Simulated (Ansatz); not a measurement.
# Zn3S2O: the cost of one run

Program: Ansatz 0.2.0. Level of theory: DFT PBE, scalar-relativistic, plane waves, PAW. These are calculated values, not measurements.

2 further runs of the same task are left out: 1 that didn't finish, 1 set aside as unsound or not needed.

### 1 Starting point

Symmetry: P-3m1, No. 164, trigonal system. The conventional cell has a = 3.615 Å, b = 3.615 Å, c = 8.856 Å, α = 90.00°, β = 90.00°, γ = 120.00°. Zn (site symmetry 3m) has 3 S at 2.56 Å and 3 O at 2.56 Å as nearest neighbours. Zn (site symmetry -3m) has 6 S at 2.56 Å as nearest neighbours. Around S (site symmetry 3m) lie 6 Zn at 2.56 Å. O (site symmetry -3m) is surrounded by 6 Zn at 2.56 Å.

As a file:

```cif
data_structure
_symmetry_space_group_name_H-M 'P-3m1'
_symmetry_Int_Tables_number 164
_cell_length_a 3.6155
_cell_length_b 3.6155
_cell_length_c 8.8561
_cell_angle_alpha 90.000
_cell_angle_beta 90.000
_cell_angle_gamma 120.000
_cell_volume 100.26
loop_
_atom_site_label
_atom_site_type_symbol
_atom_site_symmetry_multiplicity
_atom_site_Wyckoff_symbol
_atom_site_fract_x
_atom_site_fract_y
_atom_site_fract_z
_atom_site_occupancy
Zn1 Zn 2 d 0.66667 0.33333 0.83333 1
Zn2 Zn 1 b 0.00000 0.00000 0.50000 1
S1 S 2 d 0.66667 0.33333 0.33333 1
O1 O 1 a 0.00000 0.00000 0.00000 1
```

The start is an ordering of an alloy on its end members' structure types: elements ordered on the sites of the ZnO type, O/S on O (P-3m1, No. 164).

### 2 A first look at the guess

Input file input.yaml:

```yaml
crystal:
  lattice:
    - [3.61548736, 0.0, 0.0]
    - [-1.80774368, 3.1311039, 0.0]
    - [0.0, 0.0, 8.85609921]
  atoms:
    - { symbol: Zn, position: [0.66666667, 0.33333333, 0.83333333] }
    - { symbol: Zn, position: [0.33333333, 0.66666667, 0.16666667] }
    - { symbol: Zn, position: [0.0, 0.0, 0.5] }
    - { symbol: S, position: [0.66666667, 0.33333333, 0.33333333] }
    - { symbol: S, position: [0.33333333, 0.66666667, 0.66666667] }
    - { symbol: O, position: [0.0, 0.0, 0.0] }
basis:
  ecutwfc: 420
kpoints:
  mp_grid: { grid: [6, 6, 2] }
hamiltonian:
  xc: pbe
scf:
  occupations: { method: gaussian, width: 0.1 }
  lower_state_search: "off"
output:
  forces: true
  stress: true
  eigenvalues: true
```

Started as:

```sh
> ansatz run input.yaml --threads 1 --pin off --max-ram 2560MiB --backend cpu --events-out ev --progress --plain --runs-dir out
```

What time and memory should one allow on 1 thread of Arm Neoverse V1, shared host?

About 3.6 s, with a peak of 0.35 GiB.
